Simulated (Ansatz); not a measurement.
The system is FeNi (Tetrataenite).

```xyz
2
Lattice="2.5330 0.0000 0.0000 0.0000 2.5330 0.0000 0.0000 0.0000 3.5820" Properties=species:S:1:pos:R:3 pbc="T T T"
Ni    1.2665    1.2665    1.7910
Fe    0.0000    0.0000    0.0000
```

Alike in all runs: program Ansatz 0.2.0; functional PBEsol; potentials or basis Ansatz PAW; cutoff 420 eV (not typed: the program's choice for these potentials); k mesh 10 × 10 × 8; occupations fermi-dirac, width 0.05 eV.

The same cell was started in several ways:

| start | free energy over the lowest (meV/atom) | net moment (μB) | site or absolute moments (μB) | gap |
| --- | --- | --- | --- | --- |
| collinear spin, ferromagnetic start of up to 4.5 μB | 0.0 | 3.31 | Ni +0.70; Fe +2.69 | none (metal or under the smearing width) |
| no spin polarisation | 309.1 | - | - | none (metal or under the smearing width) |
| collinear spin, antiferromagnetic start of up to 3 μB | 0.0 | -3.31 | Ni -0.70; Fe -2.69 | none (metal or under the smearing width) |
| collinear spin, ferrimagnetic start of up to 1.5 μB | 0.0 | -3.31 | Ni -0.70; Fe -2.69 | none (metal or under the smearing width) |
| collinear spin, random start of up to 2.41 μB | 0.0 | -3.31 | Ni -0.70; Fe -2.69 | none (metal or under the smearing width) |
| collinear spin, ferromagnetic start of up to 3 μB | 0.0 | 3.31 | Ni +0.70; Fe +2.69 | none (metal or under the smearing width) |

Allowing spin polarisation gains 309 meV/atom. A still lower state may exist.

Caveats: the starting moments weren't kept (some runs).
